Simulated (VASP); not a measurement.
A run of VASP 6.6.1:

The input INCAR:

```
SYSTEM = MgO
ALGO     = Normal         ! electronic algorithm
EDIFF    = 1E-6           ! SCF threshold, eV
EDIFFG   = -0.01          ! ionic threshold
ENCUT    = 600            ! plane-wave cutoff, eV
GGA      = PE             ! functional
IBRION   = 2              ! ionic algorithm
ISIF     = 3              ! what is computed and relaxed
ISMEAR   = 0              ! smearing method
LASPH    = .TRUE.         ! aspherical terms in the spheres
LCHARG   = .FALSE.        ! write CHGCAR
LREAL    = .FALSE.        ! projectors in reciprocal space
LWAVE    = .FALSE.        ! write WAVECAR
NELM     = 80             ! most SCF steps
NSW      = 90             ! ionic steps
PREC     = Accurate       ! precision mode
SIGMA    = 0.03           ! smearing width, eV
```

Contents of KPOINTS:

```
k-points
0
G
  12 12 12
  0 0 0
```

File POSCAR:

```
MgO
1.0
    0.0000000000      2.1085000000      2.1085000000
    2.1085000000      0.0000000000      2.1085000000
    2.1085000000      2.1085000000      0.0000000000
Mg O
1 1
Direct
    0.0000000000      0.0000000000      0.0000000000
    0.5000000000      0.5000000000      0.5000000000
```

Potentials or basis: VASP PAW PBE potentials, release 64 (Mg, O).

Run with:

```bash
$ cat potpaw_PBE.64/Mg/POTCAR potpaw_PBE.64/O/POTCAR > POTCAR
$ mpirun -np 1 vasp_std > vasp.out
```

Hardware: 1 thread of AMD EPYC 7R13 Processor (Zen 3), with other jobs on the host.

Problem. Estimate the wall time of this run.

Solution. It took 21 s on 1 thread of AMD EPYC 7R13 Processor (Zen 3), with other jobs on the host, peak memory 0.12 GiB. Counts: scf iterations 22, k points 72, ion steps 3.
